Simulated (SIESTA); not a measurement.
Runs of SIESTA 5.4.2 on BaTiO3. Symmetry: P4mm, No. 99, tetragonal system. The conventional cell has a = 4.000 Å, b = 4.000 Å, c = 4.018 Å, α = 90.00°, β = 90.00°, γ = 90.00°. Ba (site symmetry 4mm) has 12 O at 2.79 to 2.88 Å as nearest neighbours. Ti (site symmetry 4mm) is surrounded by 6 O at 1.89 to 2.13 Å. O (site symmetry 2mm) is surrounded by 2 Ti at 2.00 Å. O (site symmetry 4mm) has 2 Ti at 1.89 to 2.13 Å as nearest neighbours. 

```csv
task,level,potentials or basis,cell,gap on the mesh (eV),pressure (GPa),largest force (eV/Å)
band structure,PBE,"PseudoDojo 0.4 standard (PBE files), TZP (energy shift 0.003 Ry; two zetas on semicore shells; d shell added on Ba)",as given,1.83,4.5,0.20
band structure,vdW-DF-cx,"PseudoDojo 0.4 standard (PBE files), DZP (energy shift 0.003 Ry; two zetas on semicore shells; d shell added on Ba)",as given,1.81,-0.3,0.20
single point,PBE,"PseudoDojo 0.4 standard (PBE files), DZP (energy shift 0.003 Ry; two zetas on semicore shells; d shell added on Ba)",as given,1.81,4.6,(a)
single point,PBE,"PseudoDojo 0.4 standard (PBE files), DZP (energy shift 0.003 Ry; two zetas on semicore shells; d shell added on Ba)","atoms moved at random, drawn with an rms of 0.05 Å",1.83,5.2,0.69
```

Alike in all rows: no spin polarisation; k mesh 7 × 7 × 7; smearing fermi-dirac 0.05 eV; grid cutoff 800 Ry; energy shift 0.003 Ry.

Estimate the missing entries.

(a) 0.21.

Caveats: this set's barium file shifts pressures by up to 1 GPa against other sets; spin-orbit coupling is left out, which moves the levels of the heavy elements; the basis of atomic orbitals isn't converged, which shifts pressures, moduli and gaps; the mesh misses the band edges, which the band path finds closer together (some runs); an odd mesh through Γ misses points on the zone boundary, where band edges often lie (some runs); the potentials were made for another functional, which shifts forces and pressure (some runs).

A k mesh can miss the band edges, and the runs leave out spin-orbit coupling on Ba.
